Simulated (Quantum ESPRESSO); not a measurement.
# K in Quantum ESPRESSO: the effect of functional

The system is K.

```
K
1.0
    -2.69756    2.69756    2.69756
     2.69756   -2.69756    2.69756
     2.69756    2.69756   -2.69756
K
1
Direct
  0.00000 0.00000 0.00000
```

Alike in all runs:

- Program: Quantum ESPRESSO 7.5
- Task: phonons
- k mesh: 5 × 5 × 5
- Occupations: cold, width 0.2 eV
- Spin: no spin polarisation

Each run relaxes the cell or the atoms first.

| functional | potentials or basis | cutoff | relaxed volume (Å³/atom) | highest phonon frequency (cm⁻¹) |
| --- | --- | --- | --- | --- |
| LDA | PseudoDojo 0.4.1 SR LDA standard | 980 eV | 63.90 | 92 |
| PBE | PseudoDojo 0.4.1 SR PBE standard | 1007 eV | 73.56 | 83 |
| PBEsol | PseudoDojo 0.4.1 SR PBEsol standard | 1007 eV | 70.72 | 84 |
| revPBE | PseudoDojo 0.4.1 SR PBE standard | 1007 eV | ? | ? |
| PW91 | PseudoDojo 0.4.1 SR PBE standard | 1007 eV | 73.63 | 79 |
| WC | PseudoDojo 0.4.1 SR PBE standard | 1007 eV | 72.42 | 83 |
| vdW-DF-cx | PseudoDojo 0.4.1 SR PBE standard | 1007 eV | 75.68 | 85 |

Problem. What does the run with functional revPBE give?

Solution. Relaxed volume 79.39 Å³/atom; highest phonon frequency 78 cm⁻¹.

Caveats: the mesh is thin for the phonons of a metal; the q point doesn't lie on the k mesh, which can shift a metal's frequencies strongly unless the mesh is converged; the potentials were made for another functional, which shifts forces and pressure (some runs); the volume moved by over 15 % at a fixed basis, so the end points are rough (some runs).
